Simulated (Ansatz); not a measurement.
Wanted: the native input for an Ansatz 0.2.0 run.

- Task: single point
- Functional: PBEsol
- Potentials or basis: all-electron LAPW, scalar-relativistic
- Cutoff: 344 eV (chosen from the basis error)
- Basis error allowed: 0.001 eV/atom
- k mesh: 9 × 9 × 9
- Occupations: fermi-dirac, width 0.05 eV
- Spin: collinear spin, ferromagnetic start
- Starting moments: [4.0, 0.0] μB

Crystal: MnS.

```xyz
2
Lattice="0.0000 2.4735 2.4735 2.4735 0.0000 2.4735 2.4735 2.4735 0.0000" Properties=species:S:1:pos:R:3 pbc="T T T"
Mn    0.0000    0.0000    0.0000
S     3.7102    3.7102    3.7102
```

The cell is a database's computed one.

The input as run:

input.yaml

```yaml
crystal:
  lattice:
    - [0.0, 2.4734634191, 2.4734634191]
    - [2.4734634191, 0.0, 2.4734634191]
    - [2.4734634191, 2.4734634191, 0.0]
  atoms:
    - { symbol: Mn, position: [0.0, 0.0, 0.0], spin: 4.0 }
    - { symbol: S, position: [0.75, 0.75, 0.75] }
kpoints:
  mp_grid: { grid: [9, 9, 9] }
scf:
  occupations: { method: fermi_dirac, width: 0.05 }
hamiltonian:
  xc: pbesol
  pseudopotentials: { kind: all_electron, lapw: { basis_error: 0.001 } }
magnetization:
  spin_polarized: true
output:
  forces: true
  stress: true
  eigenvalues: true
  populations: true
```

Potentials or basis: all-electron LAPW, scalar-relativistic.

The run is started by

```bash
$ ansatz run input.yaml --threads 2 --pin off --max-ram 6144MiB --backend cpu --events-out ev --progress --plain --runs-dir out
```

Results of the run:

```yaml
Pressure: -3.0 GPa
Band_gap_on_the_k_mesh: none (metal or under the smearing width)
Net_moment: 0.24 μB per cell
Absolute_moment: 0.26 μB per cell
Site_moments: Mn +0.23; S -0.00 μB
```

Caveat: the moment fell far below its start of 4 μB, so a state of higher moment may lie lower in energy; semilocal functionals often make such compounds metallic where correlation or magnetic order opens a gap, which also shifts bond lengths; the starting moments weren't kept.

It took 21 s on 2 threads of Arm Neoverse V2 (shared host), peak memory 0.37 GiB.
